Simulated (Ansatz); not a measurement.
**Molecular dynamics of MoS$_{2}$**

The input (input.yaml):

```yaml
crystal:
  lattice:
    - [-3.22096, -5.578866, 0.0]
    - [4.83144, -2.789433, 0.0]
    - [0.0, 0.0, 12.526069]
  atoms:
    - { symbol: Mo, position: [0.44637922, 0.2234373, 0.22412006] }
    - { symbol: Mo, position: [0.42852485, 0.70272565, 0.79120029] }
    - { symbol: S, position: [0.41883924, 0.37288627, 0.65135331] }
    - { symbol: S, position: [0.45634813, 0.64424253, 0.1113168] }
    - { symbol: S, position: [0.42104443, 0.31652189, 0.89731895] }
    - { symbol: S, position: [0.47422246, 0.63722135, 0.33025173] }
    - { symbol: Mo, position: [0.1761142, 0.79574641, 0.23657309] }
    - { symbol: Mo, position: [0.14472214, 0.18164315, 0.79990844] }
    - { symbol: S, position: [0.21116632, 0.91880669, 0.6744496] }
    - { symbol: S, position: [0.16917833, 0.16579851, 0.11673237] }
    - { symbol: S, position: [0.18873213, 0.84041993, 0.91407184] }
    - { symbol: S, position: [0.25058392, 0.05526908, 0.38563492] }
    - { symbol: Mo, position: [-0.08331558, 0.2754154, 0.27494649] }
    - { symbol: Mo, position: [-0.03319891, 0.68777409, 0.75932144] }
    - { symbol: S, position: [-0.0338803, 0.35364907, 0.67275442] }
    - { symbol: S, position: [-0.01848982, 0.56871505, 0.10107658] }
    - { symbol: S, position: [-0.10830485, 0.41906554, 0.89011074] }
    - { symbol: S, position: [-0.06098155, 0.65348724, 0.38567674] }
    - { symbol: Mo, position: [0.69382776, 0.79322158, 0.23810653] }
    - { symbol: Mo, position: [0.68731296, 0.16999726, 0.76963543] }
    - { symbol: S, position: [0.64068831, 0.84224609, 0.64429224] }
    - { symbol: S, position: [0.74621137, 0.17703797, 0.12883497] }
    - { symbol: S, position: [0.69325757, 0.8236324, 0.90086609] }
    - { symbol: S, position: [0.71422003, 0.04258122, 0.42311197] }
basis:
  ecutwfc: 420.0
kpoints:
  mp_grid: { grid: [2, 3, 1] }
hamiltonian:
  xc: pbe
  pseudopotentials: { kind: paw, azcp: { folder: soft_1 } }
scf:
  occupations: { method: fermi_dirac, width: 0.3 }
  lower_state_search: "off"
md:
  timestep: 1.5
  n_steps: 189
  ensemble: nvt_langevin
  temperature: 2800.0
  initial_velocities: maxwell_boltzmann
  seed: 745782
  friction: 0.02
  temperature_schedule:
    - { n_steps: 142, end_temperature: 300.0 }
    - { n_steps: 47, end_temperature: 300.0 }
```

Command:

```bash
$ ansatz run input.yaml --threads 2 --pin off --max-ram 5120MiB --backend cpu --events-out ev --progress --plain --runs-dir out
```

It goes on from the last frame of an earlier run, with new velocities.

Output, in part (step lines):

```
md step     0: t =     0.00 fs  T =  2683.3 K (target 2800.0 K)  F+E_penalty+E_count = -54089.23558347 eV  E_kin = 8.324344 eV  (10 SCF iters)
md step     1: t =     1.50 fs  T =  2784.2 K (target 2791.2 K)  F+E_penalty+E_count = -54089.19588529 eV  E_kin = 8.637323 eV  (7 SCF iters)
md step     2: t =     3.00 fs  T =  3106.9 K (target 2773.6 K)  F+E_penalty+E_count = -54089.14980316 eV  E_kin = 9.638503 eV  (7 SCF iters)
md step     3: t =     4.50 fs  T =  3052.8 K (target 2756.0 K)  F+E_penalty+E_count = -54089.15899356 eV  E_kin = 9.470553 eV  (7 SCF iters)
md step     4: t =     6.00 fs  T =  3181.0 K (target 2738.4 K)  F+E_penalty+E_count = -54089.22583998 eV  E_kin = 9.868237 eV  (7 SCF iters)
md step     5: t =     7.50 fs  T =  3244.4 K (target 2720.8 K)  F+E_penalty+E_count = -54089.29037099 eV  E_kin = 10.064818 eV  (6 SCF iters)
md step     6: t =     9.00 fs  T =  3612.0 K (target 2703.2 K)  F+E_penalty+E_count = -54089.31175462 eV  E_kin = 11.205392 eV  (6 SCF iters)
md step     7: t =    10.50 fs  T =  3405.4 K (target 2685.6 K)  F+E_penalty+E_count = -54089.26222664 eV  E_kin = 10.564297 eV  (6 SCF iters)
[... lines left out ...]
md step   189: t =   283.50 fs  T =   577.0 K (target 300.0 K)  F+E_penalty+E_count = -54101.09835190 eV  E_kin = 1.789846 eV  (8 SCF iters)
```

The steps, from the saved trajectory:

```
time (fs)  T (K)  potential energy less start (eV)
        0   2683                             0.000
        9   3612                            -0.076
       18   2957                             1.017
       27   2841                             0.603
       36   2920                            -1.873
       45   2988                            -3.364
       54   2671                            -2.672
       63   2254                            -1.761
       72   2249                            -1.777
       81   2155                            -2.985
       90   2405                            -4.644
       99   3037                            -5.840
      108   2634                            -5.657
      117   1675                            -5.164
      126   2029                            -6.473
      135   1962                            -7.781
      144   1667                            -7.653
      153   1472                            -7.472
      162   1475                            -7.582
      171   1384                            -8.023
      180   1317                            -8.529
      189   1417                            -9.257
      198   1270                            -9.920
      207   1101                           -10.321
      216   1041                           -10.482
      225    880                           -10.703
      234    876                           -11.121
      243    779                           -11.299
      252    698                           -11.280
      261    597                           -11.399
      270    588                           -11.673
      279    585                           -11.828
```

All steps were run. The schedule's set-point averaged 509 K over the second half and the system 1057 K, so it lags behind the ramp. A run of 0.28 ps of so small a system gives no equilibrium averages. Limits of this set-up: coarse k mesh.

Mean squared displacements from the first frame to the last, about the centre of mass: Mo 0.14 Å², S 0.19 Å².

Last frame:

```xyz
24
Lattice="-3.2210 -5.5789 0.0000 4.8314 -2.7894 0.0000 0.0000 0.0000 12.5261" Properties=species:S:1:pos:R:3
Mo 0.068 -3.348 3.324
Mo 2.104 -4.221 9.778
S 0.595 -3.384 8.011
S 1.663 -4.140 1.757
S 0.526 -3.181 11.334
S 1.664 -4.133 4.865
Mo 3.178 -3.242 3.347
Mo 0.540 -1.511 9.697
S 3.699 -3.467 8.235
S -0.140 -1.477 1.733
S 3.756 -3.287 11.188
S 0.052 -1.476 4.811
Mo 1.606 -0.493 3.331
Mo 3.768 -1.511 9.617
S 2.214 -0.594 8.080
S 3.177 -1.247 1.908
S 2.248 -0.436 11.258
S 3.228 -1.322 5.027
Mo 1.677 -6.005 3.409
Mo -1.006 -4.158 9.705
S 2.206 -6.047 8.153
S -1.520 -4.252 1.781
S 2.163 -6.128 11.330
S -1.581 -4.224 4.984
```

Time of the run: 17 min on 2 threads of Intel(R) Xeon(R) 6975P-C (Granite Rapids) (shared host), peak memory 1.1 GiB.
